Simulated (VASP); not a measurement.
# CoSi (P1) in VASP: further runs, part 2 of 3

VASP 6.6.1.

### 3 Core levels, PBEsol, collinear spin, ferromagnetic start

INCAR

```
  PREC = Accurate
  ENCUT = 520
  EDIFF = 1E-7
  ISMEAR = 0
  SIGMA = 0.02
  LREAL = F
  LASPH = T
  NELM = 150
  ALGO = Normal
  ISIF = 2
  LWAVE = F
  LCHARG = F
  ISPIN = 2
  MAGMOM = 2 0
  LORBIT = 11
  LMAXMIX = 4
  GGA = PS
  ICORELEVEL = 1
```

KPOINTS

```
regular mesh
0
Gamma
  9 10 9
```

POSCAR

```
CoSi
1.0
    2.8722606400     -0.0393196700      0.0097061400
   -0.0393196700      2.7429921600     -0.0240786400
    0.0097061400     -0.0240786400      2.8315353700
Co Si
1 1
Direct
    0.9210680600      0.9948622900      0.9022598400
    0.5789319400      0.5051377100      0.5977401600
```

Potentials or basis: VASP PAW PBE potentials, release 64 (Co, Si).

The run is started by

```sh
> cat potpaw_PBE.64/Co/POTCAR potpaw_PBE.64/Si/POTCAR > POTCAR
> mpirun -np 1 vasp_std > vasp.out
```

OUTCAR:

```text
PREC = Accurate
   ENCUT = 520
   EDIFF = 1E-7
   ISMEAR = 0
   LREAL = F
   LASPH = T
   NELM = 150
   ISIF = 2
   ISPIN = 2
   LORBIT = 11
   GGA = PS

 ion  position               nearest neighbor table
   1  0.921  0.995  0.902-   2 1.85   2 1.95   2 2.48   2 2.49   2 2.58   2 2.60   2 3.04   2 3.09

   2  0.579  0.505  0.598-   1 1.85   1 1.95   1 2.48   1 2.49   1 2.58   1 2.60   1 3.04   1 3.09

  LATTYP: Found a triclinic cell.
 ALAT       =     6.2966755622
 B/A-ratio  =     1.0144112796
 C/A-ratio  =     1.3162735163
 COS(alpha) =     0.0003883382
 COS(beta)  =     0.5826308146
 COS(gamma) =     0.8102046843

  Lattice vectors:

 A1 = (  -5.7052016100,  -2.6643528200,   0.0046663600)
 A2 = (  -5.7348151400,   0.0545607000,   2.8121230900)
 A3 = (  -2.8130335800,  -5.3985073700,  -5.6246196000)

Analysis of symmetry for initial positions (statically):
=====================================================================
 Subroutine PRICEL returns:
 Original cell was already a primitive cell.

 Routine SETGRP: Setting up the symmetry group for a
 triclinic supercell.

 Subroutine GETGRP returns: Found  1 space group operations
 (whereof  1 operations were pure point group operations)
 out of a pool of  2 trial point group operations.

The static configuration has the point symmetry C_1 .

Analysis of symmetry for dynamics (positions and initial velocities):
=====================================================================
 Subroutine PRICEL returns:
 Original cell was already a primitive cell.

 Routine SETGRP: Setting up the symmetry group for a
 triclinic supercell.

 Subroutine GETGRP returns: Found  1 space group operations
 (whereof  1 operations were pure point group operations)
 out of a pool of  2 trial point group operations.

The dynamic configuration has the point symmetry C_1 .

Analysis of structural, dynamic, and magnetic symmetry:
=====================================================================
 Subroutine PRICEL returns:
 Original cell was already a primitive cell.

 Routine SETGRP: Setting up the symmetry group for a
 triclinic supercell.

 Subroutine GETGRP returns: Found  1 space group operations
 (whereof  1 operations were pure point group operations)
 out of a pool of  2 trial point group operations.

The overall configuration has the point symmetry C_1 .

 Subroutine INISYM returns: Found  1 space group operations
 (whereof  1 operations are pure point group operations),
 and found     1 'primitive' translations

----------------------------------------------------------------------------------------

                                     Primitive cell

  volume of cell :      22.3022

  direct lattice vectors                    reciprocal lattice vectors
     2.872260640 -0.039319670  0.009706140     0.348229905  0.004981627 -0.001151325
    -0.039319670  2.742992160 -0.024078640     0.004981627  0.364663869  0.003083930
     0.009706140 -0.024078640  2.831535370    -0.001151325  0.003083930  0.353195458

  length of vectors
     2.872546158  2.743379632  2.831654382     0.348267439  0.364710933  0.353210798
[... 87 lines left out ...]
   ISIF   =      2    stress and relaxation
   ISYM   =      2    0-nonsym 1-usesym 2-fastsym
   POTIM  = 0.5000    time-step for ionic-motion
   TEBEG  =    0.0;   TEEND  =   0.0 temperature during run
   PSTRESS=    0.0 pullay stress
   NELECT =      13.0000    total number of electrons
   NUPDOWN=      -1.0000    fix difference up-down
   EMIN   =  10.00;   EMAX   =-10.00  energy-range for DOS
   EFERMI =   0.00;   METHOD = LEGACY
   ISMEAR =     0;   SIGMA  =   0.02  broadening in eV -4-tet -1-fermi 0-gaus
   EFERMI_NEDOS =   21; number of points for ismear=-14 and -15
   IALGO  =     38    algorithm
   IMIX   =      4    mixing-type and parameters
     AMIX     =   0.40;   BMIX     =  1.00
     AMIX_MAG =   1.60;   BMIX_MAG =  1.00
  volume/ion in A,a.u.               =      11.15        75.25
  Fermi-wavevector in a.u.,A,eV,Ry     =   1.367540  2.584275 25.445135  1.870165
  Thomas-Fermi vector in A             =   2.493583
   LORBIT       =     11    0 simple, 1 ext, 2 COOP (PROOUT), +10 PAW based schemes
   GGA     = PS    functional components
   LHFCALC =     F    Hartree Fock is set to
   AEXX    =    0.0000 exact exchange contribution
   IVDW    =     0    specifies the selected vdW correction
   LEPSILON=     F    determine dielectric tensor
   LRPA    =     F    only Hartree local field effects (RPA)
 spin polarized calculation
 Gauss-broadening in eV      SIGMA  =   0.02
  energy-cutoff  :      520.00
  volume of cell :       22.30
 maximum number of plane-waves:       617
 NGX is ok and might be reduce to    24
   NGX = 11   NGY = 11   NGZ = 11

 number of electron      13.0000002 magnetization      -0.0002478

 number of electron      13.0000002 magnetization       0.0000861

 Free energy of the ion-electron system (eV)
  ---------------------------------------------------
  ext. energy  EPLUGINS =         0.00000000
  ---------------------------------------------------
  free energy    TOTEN  =       -12.45866594 eV

  energy without entropy =      -12.45836059  energy(sigma->0) =      -12.45851326

 the core state eigenenergies are
   1-  1s  -7573.4606  2s   -879.8663  2p   -750.8034  3s    -83.2449  3p    -46.6097

   2-  1s  -1768.5873  2s   -122.6781  2p    -78.6973

 E-fermi :  11.7502     XC(G=0): -12.6973

 val. band max:       11.7486867846   @ k =   0.1111   0.3000   0.0000
 cond. band min:      11.7507079223   @ k =  -0.1111   0.3000   0.0000
 fundamental gap:      0.0020211377
 Fermi energy:        11.7502370593

 spin component 1

 k-point     1 :       0.0000    0.0000    0.0000
  band No.  band energies     occupation
      1      -1.6996      1.00000
      2       7.4194      1.00000
      3       7.7707      1.00000
      4       9.4993      1.00000
      5      10.3446      1.00000
      6      10.6450      1.00000
      7      15.4787      0.00000
      8      16.4661      0.00000
      9      16.4994      0.00000
     10      18.8649      0.00000
     11      19.3289      0.00000
[... 267 lines left out ...]
 k-point    21 :      -0.3333    0.2000   -0.0000
  band No.  band energies     occupation
      1       0.8053      1.00000
      2       6.0950      1.00000
      3       7.7903      1.00000
      4       8.9170      1.00000

 Fermi energy:        11.7502370593

 spin component 2

 k-point     1 :       0.0000    0.0000    0.0000
  band No.  band energies     occupation
      1      -1.6996      1.00000
      2       7.4195      1.00000
      3       7.7707      1.00000
      4       9.4993      1.00000
      5      10.3446      1.00000
      6      10.6450      1.00000
      7      15.4787      0.00000
      8      16.4661      0.00000
      9      16.4994      0.00000
     10      18.8649      0.00000
     11      19.3289      0.00000
[... 309 lines left out ...]
 k-point    24 :       0.0000    0.3000    0.0000
  band No.  band energies     occupation
      1       0.0444      1.00000
      2       6.3598      1.00000
      3       8.3088      1.00000
      4       9.0923      1.00000
      5       9.6239      1.00000
      6      10.4302      1.00000
      7      11.5698      1.00000
      8      17.4944      0.00000
      9      18.1911      0.00000
     10      19.0626      0.00000
     11      20.7760      0.00000

 [... further k-points ...]
[... 5 lines left out ...]
  --------------------------------------------------------------------------------------
  -------------------------------------------------------------------------------------
  Total        3.7009593      9.8548577      2.3446618      1.8068762      1.6261703      6.1526896
  in kB      265.8745794    707.9667573    168.4390231    129.8048494    116.8230458    442.0053396
  external PRESSURE =     380.7601199 kB  Pullay stress =       0.0000000 kB

 VOLUME and BASIS-vectors are now :
 -----------------------------------------------------------------------------
  energy-cutoff  :      520.00
  volume of cell :       22.30
      direct lattice vectors                 reciprocal lattice vectors
     2.872260640 -0.039319670  0.009706140     0.348229905  0.004981627 -0.001151325
    -0.039319670  2.742992160 -0.024078640     0.004981627  0.364663869  0.003083930
     0.009706140 -0.024078640  2.831535370    -0.001151325  0.003083930  0.353195458

 POSITION                                       TOTAL-FORCE (eV/Angst)
 -----------------------------------------------------------------------------------
      2.61519      2.67096      2.53977         5.970868      2.020407      5.629124
      1.64878      1.34843      1.68598        -5.970868     -2.020407     -5.629124
 -----------------------------------------------------------------------------------
    total drift:                               -0.000124      0.000324      0.000226

  FREE ENERGIE OF THE ION-ELECTRON SYSTEM (eV)
  ---------------------------------------------------
  free  energy   TOTEN  =       -12.4586659361 eV

  energy  without entropy=      -12.4583605892  energy(sigma->0) =      -12.45851326

 total charge

# of ion       s       p       d       tot
------------------------------------------
    1        0.525   0.643   7.818   8.986
    2        0.789   0.948   0.000   1.737
--------------------------------------------------
tot          1.314   1.591   7.818  10.724

 magnetization (x)

# of ion       s       p       d       tot
------------------------------------------
    1        0.000   0.000   0.000   0.000
    2       -0.000   0.000   0.000   0.000
--------------------------------------------------
tot          0.000   0.000   0.000   0.000
```

Wall time 1.9 min (1 thread of Intel Xeon Platinum 8375C at 2.90GHz (Ice Lake), shared host); peak memory 0.28 GiB.

What came out:

| Quantity | Value |
| --- | --- |
| Free energy | -12.4587 eV |
| Pressure | 38.1 GPa |
| Largest force | 8.451 eV/Å |
| Band gap on the k mesh | none (metal or under the smearing width) |
| Net moment | 0.00 μB per cell |
| Valence electrons inside the program's atomic spheres | Co 8.99; Si 1.74 |

Forces on the atoms (eV/Å):
```
Co   5.971  2.020  5.629
Si  -5.971 -2.020 -5.629
```

Stress tensor (GPa, compression positive):
```
26.59 12.98 44.20
12.98 70.80 11.68
44.20 11.68 16.84
```

Levels at points of the mesh, in eV from the Fermi level:
Spin up:
```csv
k point,band 5,band 6,band 7,band 8,band 9,band 10
"(0.00, 0.00, 0.00)",-1.41,-1.11,3.73,4.72,4.75,7.11
"(0.00, 0.50, 0.00)",-2.52,-1.20,-0.39,5.74,6.72,9.51
```
Spin down:
```
           k point  band 5  band 6  band 7  band 8  band 9  band 10
(0.00, 0.00, 0.00)   -1.41   -1.11    3.73    4.72    4.75     7.11
(0.00, 0.50, 0.00)   -2.52   -1.20   -0.39    5.74    6.72     9.51
```

Core levels (eV, on the scale of the bands):
```tsv
atom	levels
1 Co	1s -7573.5, 2s -879.9, 2p -750.8, 3s -83.2, 3p -46.6
2 Si	1s -1768.6, 2s -122.7, 2p -78.7
```

Caveat: the starting moments collapsed, and a magnetic state may lie lower; so large a pressure means that the cell lies far from this level's equilibrium, or that cutoff or potentials fall short; the potentials were made for another functional, which shifts forces and pressure.

(Part 2 of 3 ends here.)
